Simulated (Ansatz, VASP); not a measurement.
**Na in VASP and in Ansatz**

```
CELL_PARAMETERS angstrom
-2.14100 2.14100 2.14100
2.14100 -2.14100 2.14100
2.14100 2.14100 -2.14100
ATOMIC_POSITIONS crystal
Na 0.00000 0.00000 0.00000
```

Alike in both runs: task single point; functional PBE; k mesh 4 × 4 × 4; occupations fermi-dirac, width 0.02 eV; no spin polarisation.

|  | VASP | Ansatz |
| --- | --- | --- |
| version | VASP 6.6.1 | Ansatz 0.2.0 |
| potentials or method | VASP PAW PBE potentials, release 64 (Na_pv), cutoff 520 eV | all-electron LAPW, scalar-relativistic |

Ansatz gave:

- gap on the k mesh at the Fermi level (eV): none
- pressure (GPa): -0.1

Problem. What did VASP give for the same quantities?

Solution. gap on the k mesh at the Fermi level (eV): none; pressure (GPa): -0.2.

A gap of «none» marks a metal or a gap that the smearing closes. Ansatz ran all-electron here, so the differences hold the error of VASP's frozen core and of both bases.

Caveats: the k mesh is coarse (spacing up to 0.52 Å⁻¹), so the values aren't converged; the k mesh is thin for a metal, which can move the energy by tens of meV per atom (Ansatz).
